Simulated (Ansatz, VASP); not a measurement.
# Al2Au: VASP beside Ansatz

```
Al Au
1.0
     0.00000    3.00000    3.00000
     3.00000    0.00000    3.00000
     3.00000    3.00000    0.00000
Al Au
2 1
Direct
  0.25000 0.25000 0.25000
  0.75000 0.75000 0.75000
  0.00000 0.00000 0.00000
```

Alike in both runs: task single point; functional r2SCAN; dispersion D3(BJ); k mesh 7 × 7 × 7; occupations fermi-dirac, width 0.2 eV; no spin polarisation.

|  | VASP | Ansatz |
| --- | --- | --- |
| version | VASP 6.6.1 | Ansatz 0.2.0 |
| potentials or method | VASP PAW PBE potentials, release 64 (Al, Au) | plane waves, norm-conserving potentials |
| plane-wave cutoff (eV) | 520 | 1034 |
| valence electrons in the cell | 17 | 25 |

VASP gave:

- dispersion energy (meV/atom): -189.8

Question: What did Ansatz give for the same quantities?

Answer: Dispersion energy (meV/atom): -189.9.

The two sets of potentials don't hold the same shells in valence. Ansatz warned: «dispersion_damping_borrowed».

 The runs have no spin-orbit coupling, so splittings on Au are missing.
